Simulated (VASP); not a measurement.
# What goes wrong when CdS (Greenockite) is relaxed with a bad input

Some relaxations of CdS (Greenockite) get a fault in the input on purpose. Which of them show, and how? The starting structure is a measured crystal structure from the Crystallography Open Database. The first relaxation on each setting starts from this cell expanded by 3 % in volume.

Program: VASP 6.6.1. Level of theory: Kohn-Sham DFT with plane waves and PAW; PBEsol. Results are calculated unless marked as measured.

The database entry behind the starting cell differs from later determinations by our own check (about 0.35 % long), so it need not match the best structure at ambient conditions.

### 1. Set-up

Symmetry: P6_3mc, No. 186, hexagonal system. Conventional cell: a = 4.150 Å, b = 4.150 Å, c = 6.737 Å, α = 90.00°, β = 90.00°, γ = 120.00°. Nearest to Cd lie 4 S at 2.53 to 2.54 Å. Nearest to S lie 4 Cd at 2.53 to 2.54 Å. Farther neighbours and most contacts between anions are not listed.

### 2. Reference relaxation

This run starts from the cell of an earlier relaxation, which isn't shown; the restart sets up the plane waves anew.

The input, INCAR:

```
SYSTEM = CdS
PREC = Accurate
ENCUT = 450
EDIFF = 1E-06
NELM = 100
ISMEAR = 0
SIGMA = 0.03
LREAL = .FALSE.
ALGO = Normal
GGA = PS
NBANDS = 24
LORBIT = 11
LWAVE = .FALSE.
LCHARG = .FALSE.
KPAR = 4
IBRION = 2
NSW = 50
ISIF = 3
EDIFFG = -0.006
```

The input, POSCAR:

```
CdS
1.0
    4.1310798638      0.0000000000      0.0000000000
   -2.0655399319      3.5776201071      0.0000000000
    0.0000000000      0.0000000000      6.7206946961
Cd S
2 2
Direct
    0.6666666667      0.3333333333      0.4992762409
    0.3333333333      0.6666666667      0.9992762409
    0.6666666667      0.3333333333      0.8757237591
    0.3333333333      0.6666666667      0.3757237591
```

The input, KPOINTS:

```
Automatic mesh
0
Gamma
6 6 4
0 0 0
```

Potentials, in the order of the species: Cd and S (PBE family, release 64).

Run with:

```bash
mpirun -np 4 vasp_std
```

The program printed:

```text
[banner, memory and clock lines left out]
running    4 mpi-ranks, on    1 nodes
 distrk:  each k-point on    1 cores,    4 groups
 distr:  one band on    1 cores,    1 groups

 POSCAR found type information on POSCAR CdS
 POSCAR found :  2 types and       4 ions
|                                                                             |
|               ----> ADVICE to this user running VASP <----                  |
|                                                                             |
|     You enforced a specific xc type in the INCAR file but a different       |
|     [... a line on the potential file left out ...]
|     I HOPE YOU KNOW WHAT YOU ARE DOING!                                     |
|                                                                             |

 LDA part: xc-table for (Slater+PW92), standard interpolation
 POSCAR, INCAR and KPOINTS ok, starting setup
 FFT: planning ... GRIDC
 FFT: planning ... GRID_SOFT
 FFT: planning ... GRID
 WAVECAR not read
 entering main loop
       N       E                     dE             d eps       ncg     rms          rms(c)
DAV:   1     0.227232899470E+03    0.22723E+03   -0.16537E+04  1008   0.123E+03
DAV:   2    -0.321296394008E+01   -0.23045E+03   -0.22416E+03  1192   0.319E+02
DAV:   3    -0.145191893680E+02   -0.11306E+02   -0.11269E+02  1232   0.730E+01
DAV:   4    -0.146253028257E+02   -0.10611E+00   -0.10608E+00  1200   0.695E+00
DAV:   5    -0.146272286666E+02   -0.19258E-02   -0.19258E-02  1240   0.886E-01    0.110E+01
DAV:   6    -0.136580592347E+02    0.96917E+00   -0.20969E+00  1360   0.163E+01    0.865E+00
DAV:   7    -0.136382570393E+02    0.19802E-01   -0.73387E-01  1096   0.484E+00    0.379E+00
DAV:   8    -0.136309926587E+02    0.72644E-02   -0.10957E-01  1248   0.345E+00    0.516E-01
DAV:   9    -0.136290858816E+02    0.19068E-02   -0.19075E-02  1240   0.178E+00    0.148E-01
DAV:  10    -0.136290668662E+02    0.19015E-04   -0.13137E-03  1256   0.391E-01    0.899E-02
DAV:  11    -0.136290861136E+02   -0.19247E-04   -0.10660E-04  1256   0.665E-02    0.915E-02
DAV:  12    -0.136290961609E+02   -0.10047E-04   -0.13904E-05  1200   0.235E-02    0.625E-02
DAV:  13    -0.136291630405E+02   -0.66880E-04   -0.77649E-05  1048   0.454E-02    0.568E-02
DAV:  14    -0.136291588223E+02    0.42182E-05   -0.68578E-06  1256   0.330E-02    0.454E-02
DAV:  15    -0.136291544776E+02    0.43447E-05   -0.18600E-05  1128   0.192E-02    0.174E-02
DAV:  16    -0.136291544893E+02   -0.11760E-07   -0.40359E-07   632   0.428E-03
   1 F= -.13629154E+02 E0= -.13629154E+02  d E =-.136292E+02
 curvature:   0.00 expect dE= 0.000E+00 dE for cont linesearch  0.000E+00
 trial: gam= 0.00000 g(F)=  0.102E-05 g(S)=  0.442E-05 ort = 0.000E+00 (trialstep = 0.100E+01)
 search vector abs. value=  0.544E-05
 reached required accuracy - stopping structural energy minimisation
```

Wall time 43 s (4 MPI ranks of AMD EPYC 7R43, shared host); peak memory 0.71 GiB; 2.8 min of CPU time.

The logs omit lines about the potential files and the build; timing stands in the text.

From OUTCAR (step 2):

```text
ion  position               nearest neighbor table
   1  0.667  0.333  0.499-   4 2.53   4 2.53   4 2.53   3 2.53
   2  0.333  0.667  0.999-   3 2.53   3 2.53   3 2.53   4 2.53
   3  0.667  0.333  0.876-   2 2.53   2 2.53   2 2.53   1 2.53
   4  0.333  0.667  0.376-   1 2.53   1 2.53   1 2.53   2 2.53

  LATTYP: Found a hexagonal cell.
 ALAT       =     4.1310798638
 C/A-ratio  =     1.6268614788

 Subroutine GETGRP returns: Found 12 space group operations
 (whereof  6 operations were pure point group operations)

The static configuration has the point symmetry C_3v.
 The point group associated with its full space group is C_6v.

 Found     21 irreducible k-points:

   k-points           NKPTS =     21   k-points in BZ     NKDIM =     21   number of bands    NBANDS=     24

   dimension x,y,z NGX =    30 NGY =   30 NGZ =   48
   dimension x,y,z NGXF=    60 NGYF=   60 NGZF=   96

   ENCUT  =  450.0 eV  33.07 Ry    5.75 a.u.   7.15  7.15 11.62*2*pi/ulx,y,z

   NELECT =      36.0000    total number of electrons

 k-points in reciprocal lattice and weights: Automatic mesh
   0.00000000  0.00000000  0.00000000       0.007
   0.16666667  0.00000000  0.00000000       0.042
   0.33333333  0.00000000  0.00000000       0.042
   0.50000000  0.00000000  0.00000000       0.021
   0.16666667  0.16666667  0.00000000       0.042
   0.33333333  0.16666667  0.00000000       0.083
   0.33333333  0.33333333  0.00000000       0.014
   0.00000000  0.00000000  0.25000000       0.014
   0.16666667  0.00000000  0.25000000       0.083
[...]
0.33333333  0.16666667  0.50000000       0.083
   0.33333333  0.33333333  0.50000000       0.014

 average (electrostatic) potential at core
       1 -39.1853       2 -39.1853       3 -89.3034       4 -89.3034

 E-fermi :   1.3430

 k-point     1 :       0.0000    0.0000    0.0000
  band No.  band energies     occupation
    ...
     14       0.4295      2.00000
     15       0.4295      2.00000
     16       1.1564      2.00000
     17       1.2034      2.00000
     18       1.2034      2.00000
     19       2.2877      0.00000
     20       3.8784      0.00000
     21       7.5800      0.00000
     22       7.5800      0.00000
     23       7.8845      0.00000
    ...

 k-point     2 :       0.1667    0.0000    0.0000
  band No.  band energies     occupation
    ...
     14      -0.5723      2.00000
     15      -0.0381      2.00000
     16       0.1038      2.00000
     17       0.9501      2.00000
     18       1.0098      2.00000
     19       3.4640      0.00000
     20       4.7668      0.00000
     21       6.8492      0.00000
     22       7.9099      0.00000
     23       7.9553      0.00000
    ...

 k-point     3 :       0.3333    0.0000    0.0000
  band No.  band energies     occupation
    ...
     14      -1.8312      2.00000
     15      -1.3904      2.00000
     16      -0.4590      2.00000
     17       0.3564      2.00000
     18       0.6214      2.00000
     19       4.5480      0.00000
     20       5.0924      0.00000
     21       6.4622      0.00000
     22       7.3130      0.00000
     23       8.2040      0.00000
    ...

  Total       -0.0135396     -0.0135396      0.0003085      0.0000000      0.0000000      0.0000000
  in kB       -0.2183955     -0.2183955      0.0049758      0.0000000      0.0000000      0.0000000
  external PRESSURE =      -0.1439384 kB  Pullay stress =       0.0000000 kB

  energy-cutoff  :      450.00
  volume of cell :       99.33
      direct lattice vectors                 reciprocal lattice vectors
     4.131079864  0.000000000  0.000000000     0.242067458  0.139757712  0.000000000
    -2.065539932  3.577620107  0.000000000     0.000000000  0.279515424  0.000000000
     0.000000000  0.000000000  6.720694696     0.000000000  0.000000000  0.148794142

 POSITION                                       TOTAL-FORCE (eV/Angst)
 -----------------------------------------------------------------------------------
      2.06554      1.19254      3.35548         0.000000     -0.000000     -0.002300
     -0.00000      2.38508      6.71583        -0.000000      0.000000     -0.002300
      2.06554      1.19254      5.88547         0.000000     -0.000000      0.002300
     -0.00000      2.38508      2.52512        -0.000000      0.000000      0.002300
 -----------------------------------------------------------------------------------
    total drift:                               -0.000000     -0.000000      0.000547

  FREE ENERGIE OF THE ION-ELECTRON SYSTEM (eV)
  ---------------------------------------------------
  free  energy   TOTEN  =       -13.6291544893 eV

  energy  without entropy=      -13.6291544893  energy(sigma->0) =      -13.62915449

 reached required accuracy - stopping structural energy minimisation

 total charge
# of ion       s       p       d       tot
------------------------------------------
    1        0.430   0.330   9.560  10.320
    2        0.430   0.330   9.560  10.320
    3        1.318   2.376   0.000   3.693
    4        1.318   2.376   0.000   3.693
--------------------------------------------------
tot          3.495   5.412  19.121  28.028

[... 3 further parts left out ...]
```

The PAW data sets were made with PBE, which is usual practice but a small mismatch for other functionals. The run keeps the 12 symmetry operations of its start, so it cannot find a distortion of lower symmetry.

The reference relaxation ends at 24.832 Å³ an atom.

### 3. Relaxation with an ionic step far too long

A slip made on purpose: an ionic step far too long. Against step 2 the input has IBRION = 1 and POTIM = 2 (also changed: NELM and NSW).

INCAR, as its differences from that of step 2:

```diff
@@ -4,3 +4,3 @@
 EDIFF = 1E-06
-NELM = 100
+NELM = 60
 ISMEAR = 0
@@ -15,5 +15,6 @@
 KPAR = 4
-IBRION = 2
-NSW = 50
+IBRION = 1
+NSW = 30
 ISIF = 3
 EDIFFG = -0.006
+POTIM = 2
```

The input, POSCAR:

```
CdS
1.0
    4.1910917813      0.0000000000      0.0000000000
   -2.0955458907      3.6295919522      0.0000000000
    0.0000000000      0.0000000000      6.8037073086
Cd S
2 2
Direct
    0.6666666667      0.3333333333      0.5000000000
    0.3333333333      0.6666666667      0.0000000000
    0.6666666667      0.3333333333      0.8750000000
    0.3333333333      0.6666666667      0.3750000000
```

KPOINTS is that of step 2.

Run with:

```bash
mpirun -np 4 vasp_std
```

The program printed:

```text
[banner, memory and clock lines left out]
running    4 mpi-ranks, on    1 nodes
[...]
[... a notice as in an earlier step ...]

 LDA part: xc-table for (Slater+PW92), standard interpolation
 POSCAR, INCAR and KPOINTS ok, starting setup
[...]
entering main loop
       N       E                     dE             d eps       ncg     rms          rms(c)
DAV:   1     0.224065264199E+03    0.22407E+03   -0.16390E+04  1008   0.122E+03
DAV:   2    -0.320213535861E+01   -0.22727E+03   -0.22058E+03  1144   0.318E+02
DAV:   3    -0.145020740324E+02   -0.11300E+02   -0.11264E+02  1256   0.726E+01
DAV:   4    -0.146047751296E+02   -0.10270E+00   -0.10268E+00  1176   0.682E+00
[...]
DAV:  12    -0.136003181309E+02   -0.44474E-04   -0.99068E-05  1040   0.493E-02    0.416E-02
DAV:  13    -0.136003135540E+02    0.45769E-05   -0.16175E-05  1296   0.423E-02    0.623E-03
DAV:  14    -0.136003140579E+02   -0.50385E-06   -0.14049E-06   800   0.134E-02
   1 F= -.13600314E+02 E0= -.13600314E+02  d E =-.136003E+02
[... from here on, the cycles between the ionic steps are left out ...]
   2 F= -.12837962E+02 E0= -.12837962E+02  d E =0.762352E+00
   3 F= -.13630773E+02 E0= -.13630773E+02  d E =-.792811E+00
   4 F= -.13629678E+02 E0= -.13629678E+02  d E =0.109468E-02
   5 F= -.13632436E+02 E0= -.13632436E+02  d E =-.275846E-02
   6 F= -.13631016E+02 E0= -.13631016E+02  d E =0.142052E-02
   7 F= -.13632493E+02 E0= -.13632493E+02  d E =-.147756E-02
 BRION: g(F)=  0.877E-05 g(S)=  0.471E-04 retain N=  1 mean eig= 0.18
 eig:   0.177
 reached required accuracy - stopping structural energy minimisation
```

Wall time 76 s (4 MPI ranks); peak memory 0.76 GiB.

OUTCAR, selected parts (step 3):

```text
  Total        0.0161145      0.0161145     -0.0213806     -0.0000000      0.0000000      0.0000000
  in kB        0.2598890      0.2598890     -0.3448178     -0.0000000      0.0000000      0.0000000
  external PRESSURE =       0.0583200 kB  Pullay stress =       0.0000000 kB

 POSITION                                       TOTAL-FORCE (eV/Angst)
 -----------------------------------------------------------------------------------
      2.06519      1.19234      3.35707        -0.000000     -0.000000      0.003372
     -0.00000      2.38467     -0.00495         0.000000     -0.000000      0.003372
      2.06519      1.19234      5.88848         0.000000      0.000000     -0.003372
     -0.00000      2.38467      2.52646        -0.000000      0.000000     -0.003372
 -----------------------------------------------------------------------------------
    total drift:                               -0.000000     -0.000000     -0.000208

  FREE ENERGIE OF THE ION-ELECTRON SYSTEM (eV)
  ---------------------------------------------------
  free  energy   TOTEN  =       -13.6324934972 eV

  energy  without entropy=      -13.6324934972  energy(sigma->0) =      -13.63249350

[... 2 parts as in an earlier step ...]

[... 2 further parts left out ...]
[key lines of the parts left out:]
E-fermi :   1.3400
```

With an ionic step far too long the cell ends at 24.836 Å³ an atom, +0.02 % from the reference.

### 4. Relaxation with the cell held fixed (ISIF = 2)

A slip made on purpose: the cell held fixed (ISIF = 2). Against step 2 the input has ISIF = 2 (also changed: NELM).

INCAR, as its differences from that of step 3:

```diff
@@ -15,6 +15,5 @@
 KPAR = 4
-IBRION = 1
-NSW = 30
-ISIF = 3
+IBRION = 2
+NSW = 50
+ISIF = 2
 EDIFFG = -0.006
-POTIM = 2
```

POSCAR is that of step 3.

KPOINTS is that of step 3.

Run with:

```bash
mpirun -np 4 vasp_std
```

The program printed:

```text
[... set-up lines as in an earlier step ...]
 entering main loop
       N       E                     dE             d eps       ncg     rms          rms(c)
[... 14 cycles as in an earlier step ...]
   1 F= -.13600314E+02 E0= -.13600314E+02  d E =-.136003E+02
[...]
N       E                     dE             d eps       ncg     rms          rms(c)
DAV:   1    -0.136006674852E+02   -0.35393E-03   -0.19071E-01  1008   0.260E+00    0.121E-01
DAV:   2    -0.136008711005E+02   -0.20362E-03   -0.23069E-03  1200   0.299E-01    0.376E-02
DAV:   3    -0.136008669851E+02    0.41153E-05   -0.20634E-05  1176   0.321E-02    0.265E-02
DAV:   4    -0.136008651469E+02    0.18383E-05   -0.12583E-05  1192   0.171E-02    0.551E-03
DAV:   5    -0.136008652067E+02   -0.59847E-07   -0.21659E-06   944   0.756E-03
   2 F= -.13600865E+02 E0= -.13600865E+02  d E =-.551149E-03
 trial-energy change:   -0.000551  1 .order   -0.000552   -0.000702   -0.000403
 step:   2.3495(harm=  2.3495)  dis= 0.00684  next Energy=   -13.601138 (dE=-0.824E-03)
[...]
N       E                     dE             d eps       ncg     rms          rms(c)
DAV:   1    -0.136007856536E+02    0.79493E-04   -0.34734E-01  1008   0.350E+00    0.165E-01
DAV:   2    -0.136011561807E+02   -0.37053E-03   -0.42071E-03  1208   0.404E-01    0.493E-02
DAV:   3    -0.136011488530E+02    0.73278E-05   -0.37645E-05  1168   0.434E-02    0.349E-02
DAV:   4    -0.136011456848E+02    0.31681E-05   -0.22234E-05  1216   0.227E-02    0.730E-03
DAV:   5    -0.136011458104E+02   -0.12557E-06   -0.38326E-06  1048   0.100E-02
   3 F= -.13601146E+02 E0= -.13601146E+02  d E =-.831753E-03
[...]
reached required accuracy - stopping structural energy minimisation
```

The job ended after 30 s (4 MPI ranks; peak memory 0.74 GiB; 1.9 min of CPU time).

OUTCAR, selected parts (step 4):

```text
  Total       -1.5261595     -1.5261595     -1.4647992      0.0000000     -0.0000000      0.0000000
  in kB      -23.6254408    -23.6254408    -22.6755634      0.0000000     -0.0000000      0.0000000
  external PRESSURE =     -23.3088150 kB  Pullay stress =       0.0000000 kB

 POSITION                                       TOTAL-FORCE (eV/Angst)
 -----------------------------------------------------------------------------------
      2.09555      1.20986      3.39502        -0.000000     -0.000000     -0.001281
     -0.00000      2.41973      6.79687         0.000000      0.000000     -0.001281
      2.09555      1.20986      5.96008        -0.000000      0.000000      0.001281
     -0.00000      2.41973      2.55823         0.000000     -0.000000      0.001281
 -----------------------------------------------------------------------------------
    total drift:                               -0.000000     -0.000000      0.000038

  FREE ENERGIE OF THE ION-ELECTRON SYSTEM (eV)
  ---------------------------------------------------
  free  energy   TOTEN  =       -13.6011458104 eV

  energy  without entropy=      -13.6011458104  energy(sigma->0) =      -13.60114581

[... 2 parts as in an earlier step ...]

[... 2 further parts left out ...]
[key lines of the parts left out:]
E-fermi :   1.0304
```

With the cell held fixed (ISIF = 2) the cell ends at 25.874 Å³ an atom, +4.20 % from the reference.

### 5. Relaxation with a leftover external pressure of 100 kbar

A slip made on purpose: a leftover external pressure of 100 kbar. Against step 2 the input has PSTRESS = 100 (also changed: NELM).

INCAR, as its differences from that of step 4:

```diff
@@ -17,3 +17,4 @@
 NSW = 50
-ISIF = 2
+ISIF = 3
 EDIFFG = -0.006
+PSTRESS = 100
```

POSCAR is that of step 4.

KPOINTS is that of step 4.

Run with:

```bash
mpirun -np 4 vasp_std
```

The program printed:

```text
[... set-up lines as in an earlier step ...]
 entering main loop
       N       E                     dE             d eps       ncg     rms          rms(c)
[... 14 cycles as in an earlier step ...]
   1 F= -.71405000E+01 E0= -.71405000E+01  d E =-.714050E+01
[... from here on, the cycles between the ionic steps are left out ...]
   2 F= -.72044161E+01 E0= -.72044161E+01  d E =-.639161E-01
   3 F= -.78243193E+01 E0= -.78243193E+01  d E =-.683819E+00
   4 F= -.78246948E+01 E0= -.78246948E+01  d E =-.684195E+00
   5 F= -.78244453E+01 E0= -.78244453E+01  d E =-.683945E+00
   6 F= -.78246499E+01 E0= -.78246499E+01  d E =-.204656E-03
   7 F= -.78249868E+01 E0= -.78249868E+01  d E =-.541472E-03
   8 F= -.78249866E+01 E0= -.78249866E+01  d E =-.541283E-03
   9 F= -.78249929E+01 E0= -.78249929E+01  d E =-.632423E-05
  10 F= -.78249933E+01 E0= -.78249933E+01  d E =-.675802E-05
  11 F= -.78249933E+01 E0= -.78249933E+01  d E =-.675694E-05
  12 F= -.78249909E+01 E0= -.78249909E+01  d E =-.436630E-05
[...]
reached required accuracy - stopping structural energy minimisation
```

The job ended after 94 s (4 MPI ranks; peak memory 0.79 GiB; 6.2 min of CPU time).

(Continued in part 2 of 2.)

[Lines on the potential files, build, host, timing and source positions are cut from VASP's logs without a mark.]

[Logs are printed without paths, hosts, clocks, repeated set-up lines and the standing remarks that a program may print on its own settings, such as how far it seeks lower states.]

[Hosts, paths, dates, database ids (printed as entryN), source tags and the programs' standing remarks are cut or masked in the printed files.]
